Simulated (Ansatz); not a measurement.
All numbers below come from DFT PBE, scalar-relativistic, plane waves, PAW in Ansatz. Plane waves to 420 eV, an 8×8×8 mesh through Γ for the 6-atom cell and 0.02 eV Gaussian smearing; no spin polarisation.

Formation energies are uncorrected and count from the elements' standard states at the same level.

Question: Suggest a trial structure for a tetragonal wide-gap insulator that holds O and 1 more element, with a gap near 4.4 eV, a formation energy near −3.46 eV/atom and about 14 Å³ per atom, in a cell of 6 atoms. Its symmetry should be I4_1/amd (No. 141).

Answer: HfO2, space group I4_1/amd (No. 141). Hf has 6 O at 2.07–2.15 Å; around O lie 3 Hf at 2.07–2.15 Å.

```cif
data_structure
_symmetry_space_group_name_H-M 'I4_1/amd:1'
_symmetry_Int_Tables_number 141
_cell_length_a 4.0186
_cell_length_b 4.0186
_cell_length_c 10.6454
_cell_angle_alpha 90.000
_cell_angle_beta 90.000
_cell_angle_gamma 90.000
_cell_volume 171.91
loop_
_atom_site_label
_atom_site_type_symbol
_atom_site_symmetry_multiplicity
_atom_site_Wyckoff_symbol
_atom_site_fract_x
_atom_site_fract_y
_atom_site_fract_z
_atom_site_occupancy
Hf1 Hf 4 a 0.00000 0.00000 0.00000 1
O1 O 8 e 0.50000 0.50000 0.29829 1
```

The volume per atom is 14.33 Å³. The density is 8.13 g/cm³. The formation energy is −3.465 eV/atom. The gap on the 8×8×8 mesh of the 6-atom cell is 4.43 eV.

The structure comes from a generated guess, relaxed at this level; another structure or a mixture of phases may lie lower. Other answers may fit too; this one was computed.

These runs have no spin–orbit coupling, which can matter for Hf. Kohn–Sham gaps at this level usually fall short of measured ones. A structure relaxed within its symmetry needn't be a true minimum.
